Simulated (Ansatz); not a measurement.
## Energy ranking of Cl structures

Method: DFT PBE, scalar-relativistic, plane waves, PAW (Ansatz 0.2.0). Settings: cutoff 420 eV, Γ-centred meshes no coarser than 0.19 Å⁻¹ for metals and 0.3 Å⁻¹ for insulators (2π included), Gaussian smearing.

Temperature and zero-point effects are left out. Only the structures computed here compete, so a lower one can exist. For metals, differences of a few meV/atom aren't resolved. No dispersion correction is applied, so the spacing between layers, chains or molecules is poorly fixed, and with it the volume and density (Cl Cmce, Cl P1, Cl Fmmm, Cl P6_3/mmc, Cl R-3m). No run is spin-polarised.

| # | started from | space group | atoms | V (Å³/atom) | ΔE (meV/atom) | gap on mesh (eV) |
| --- | --- | --- | --- | --- | --- | --- |
| 1 | database cell | Cmce (No. 64) | 4 | 35.4 | 0 | 2.30 |
| 2 | a random cell | P1 (No. 1) | 6 | 41.7 | 4 | 2.48 |
| 3 | sites of a reported O cell | Fmmm (No. 69) | 2 | 39.5 | 18 | 1.78 |
| 4 | lonsdaleite type | P6_3/mmc (No. 194) | 4 | 39.7 | 19 | 2.05 |
| 5 | sites of a reported C cell | P6_3/mmc (No. 194) | 8 | 39.7 | 19 | 2.05 |
| 6 | sites of a reported O cell | R-3m (No. 166) | 2 | 39.7 | 19 | 2.08 |
| 7 | a random cell | P1 (No. 1) | 5 | 43.7 | 92 | 0.00 |
| 8 | sites of a reported Hg cell, changed | C2/m (No. 12) | 3 | 35.0 | 135 | 0.85 |
| 9 | a random cell | R-3m (No. 166) | 5 | 47.4 | 188 | 0.00 |
| 10 | a random cell | P4/mmm (No. 123) | 1 | 31.0 | 194 | 0.00 |
| 11 | simple hexagonal type, changed | P6/mmm (No. 191) | 1 | 29.7 | 200 | 0.00 |
| 12 | alpha-boron type, changed | R-3m (No. 166) | 12 | 33.1 | 240 | 0.00 |
| 13 | sites of a reported K cell, changed | Cmmm (No. 65) | 5 | 31.3 | 458 | 0.00 |
| 14 | sites of a reported S cell, changed | R-3m (No. 166) | 6 | 28.1 | 571 | 0.00 |
| 15 | sites of a reported Si cell, changed | Ia-3d (No. 230) | 8 | 27.3 | 654 | 0.00 |
| 16 | dhcp type, changed | P6_3/mmc (No. 194) | 4 | 23.2 | 708 | 0.00 |
| 17 | beta-tungsten (A15) type | Pm-3n (No. 223) | 8 | 21.0 | 816 | 0.00 |

The first two are tied within the noise. The first: Space group Cmce (No. 64), orthorhombic, a = 7.905 Å, b = 4.295 Å, c = 8.336 Å. Around Cl lie 1 Cl at 2.03 Å.

```xyz
4
Lattice="3.9524 -2.1474 0.0000 3.9524 2.1474 0.0000 0.0000 0.0000 8.3365" Properties=species:S:1:pos:R:3 pbc="T T T"
Cl    3.9524   -0.4872    5.0563
Cl    3.9524    1.6602    7.4484
Cl    3.9524    0.4872    3.2802
Cl    3.9524   -1.6602    0.8880
```

The second: Space group P1 (No. 1), triclinic, a = 5.251 Å, b = 6.472 Å, c = 8.359 Å, α = 109.2°, β = 106.4°, γ = 97.0°. Cl on Wyckoff site a (1 atom of the primitive cell) is coordinated by 1 Cl at 2.03 Å; Cl on Wyckoff site a (1 atom of the primitive cell) has 1 Cl at 2.02 Å; around Cl on Wyckoff site a (1 atom of the primitive cell) lie 1 Cl at 2.02 Å; Cl on Wyckoff site a (1 atom of the primitive cell) is coordinated by 1 Cl at 2.03 Å.